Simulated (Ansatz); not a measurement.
# BeTe: the cost of one run

The runs shown are made with Ansatz 0.2.0. PAW datasets, plane waves. Calculated at 0 K for a non-magnetic cell.

### Step 1. The cell

The unstrained cell was relaxed with r2SCAN; in each strained cell the atoms were relaxed again with r2SCAN. Names of k-points are those of the unstrained zone, where strain can split equivalent points. First state: no strain.

The symmetry is F-43m (No. 216, cubic); conventional cell a = 5.657 Å, 22.63 Å³ an atom. Be has 4 Te at 2.45 Å; Te has 4 Be at 2.45 Å.

The structure in full:

```xyz
2
Lattice="0.0000 2.8286 2.8286 2.8286 0.0000 2.8286 2.8286 2.8286 0.0000" Properties=species:S:1:pos:R:3 pbc="T T T"
Be    0.0000    0.0000    0.0000
Te    1.4143    1.4143    1.4143
```

### Step 2. No strain: PBE

Input file input.yaml:

```yaml
crystal:
  lattice:
    - [0.0, 2.8286236274, 2.8286236274]
    - [2.8286236274, 0.0, 2.8286236274]
    - [2.8286236274, 2.8286236274, 0.0]
  atoms:
    - { symbol: Be, position: [0.0, 0.0, 0.0] }
    - { symbol: Te, position: [0.25, 0.25, 0.25] }
kpoints:
  mp_grid: { grid: [8, 8, 8] }
  band_path:
    path:
      - [0.0, 0.0, 0.0]
      - [-0.5, -0.5, 0.0]
      - [-0.375, -0.375, 0.25]
      - [-0.375, 0.0, 0.375]
      - [0.0, 0.0, 0.5]
      - [-0.5, -0.25, 0.25]
      - [0.0, 0.5, 0.5]
    npoints: 1
hamiltonian:
  xc: pbe
scf:
  occupations: { method: fermi_dirac, width: 0.02 }
  n_extra_bands: 4
output:
  forces: true
  stress: true
  eigenvalues: true
```

On the command line:

```console
$ ansatz run input.yaml --threads 2 --pin off --max-ram 2211MiB --backend cpu --events-out ev --progress --plain --runs-dir out
```

Q: Estimate wall time and peak memory on 2 threads of Intel Xeon Platinum 8175M at 2.50GHz (Skylake/Cascade Lake), shared host.

About 2.5 s, with a peak of 0.38 GiB.
